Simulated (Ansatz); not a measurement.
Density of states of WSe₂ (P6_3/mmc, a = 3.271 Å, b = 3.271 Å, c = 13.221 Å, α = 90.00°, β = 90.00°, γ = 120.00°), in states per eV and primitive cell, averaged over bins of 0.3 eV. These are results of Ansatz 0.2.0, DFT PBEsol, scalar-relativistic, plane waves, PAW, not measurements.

Plane waves to 420 eV, a k mesh through Γ of 12×12×2 on the computed 6-atom cell and Gaussian smearing (0.02 eV); no spin polarisation.

The cell is relaxed at this level. The states (both spins) are summed by tetrahedra on a 18×18×3 mesh at the self-consistent density. Energies are bin centres; the table starts no lower than −8 eV and ends at 6 eV, or lower where the solved bands end.

The gap is 1.03 eV at this level, with the zero inside it.

```
E − E_F (eV) total Se 4p W 5d W 6s Se 4s
       -7.40   0.28   0.18  0.06  0.02   0.02
       -7.10   1.70   1.12  0.29  0.18   0.07
       -6.80   2.56   1.64  0.50  0.26   0.11
       -6.50   4.02   2.53  0.90  0.37   0.15
       -6.20   4.86   2.99  1.43  0.23   0.13
       -5.90   4.80   3.22  1.28  0.08   0.15
       -5.60   2.92   2.01  0.63  0.10   0.13
       -5.30   3.14   1.96  0.71  0.20   0.22
       -5.00   5.73   3.51  1.53  0.22   0.35
       -4.70   4.85   2.88  1.49  0.12   0.27
       -4.40   3.31   2.18  0.93  0.05   0.09
       -4.10   5.02   3.35  1.44  0.04   0.11
       -3.80   5.75   3.37  2.19  0.03   0.08
       -3.50   3.37   1.89  1.35  0.02   0.05
       -3.20   3.40   1.96  1.27  0.02   0.08
       -2.90   8.01   5.09  2.50  0.03   0.23
       -2.60   6.59   4.26  2.03  0.03   0.12
       -2.30   5.01   3.26  1.51  0.04   0.07
       -2.00   3.99   2.46  1.35  0.03   0.03
       -1.70   4.32   1.86  2.27  0.04   0.06
       -1.40   5.91   2.35  3.28  0.07   0.07
       -1.10   2.83   0.87  1.81  0.04   0.04
       -0.80   0.91   0.22  0.65  0.01   0.02
       -0.50   0.07   0.02  0.04  0.00   0.00
       -0.20   0.00   0.00  0.00  0.00   0.00
        0.10   0.00   0.00  0.00  0.00   0.00
        0.40   0.00   0.00  0.00  0.00   0.00
        0.70   0.90   0.31  0.51  0.01   0.02
        1.00   2.53   0.74  1.56  0.06   0.06
        1.30   3.98   1.08  2.57  0.09   0.07
        1.60   7.07   1.94  4.70  0.10   0.10
        1.90   8.99   2.68  5.62  0.18   0.15
        2.20   8.10   2.74  4.68  0.15   0.15
        2.50   4.72   1.74  2.52  0.05   0.13
        2.80   3.48   1.39  1.74  0.01   0.10
        3.10   2.39   1.06  1.08  0.01   0.07
        3.40   4.76   2.13  2.14  0.07   0.14
        3.70   3.35   1.37  1.42  0.19   0.12
        4.00   2.87   1.03  1.07  0.35   0.11
        4.30   1.93   0.53  0.57  0.42   0.09
        4.60   1.24   0.22  0.11  0.50   0.04
        4.90   1.62   0.28  0.10  0.65   0.06
        5.20   1.78   0.32  0.11  0.67   0.07
        5.50   1.77   0.32  0.09  0.64   0.08
        5.80   2.05   0.37  0.09  0.74   0.12
```

The columns after the total are the main Löwdin projections on the occupied valence shells of the potentials; 1 other is left out. The rest of the total lies in those, in shells that are empty in the free atom, which aren't projected, and between the atoms.

Spin-orbit coupling is left out, which matters for the bands of heavy elements. The cell holds layers, and where no dispersion correction was added their binding is poorly described.

Cost: 1 run of about 1.1 core-minutes, on Intel Xeon 6975P-C (Granite Rapids) (shared hosts).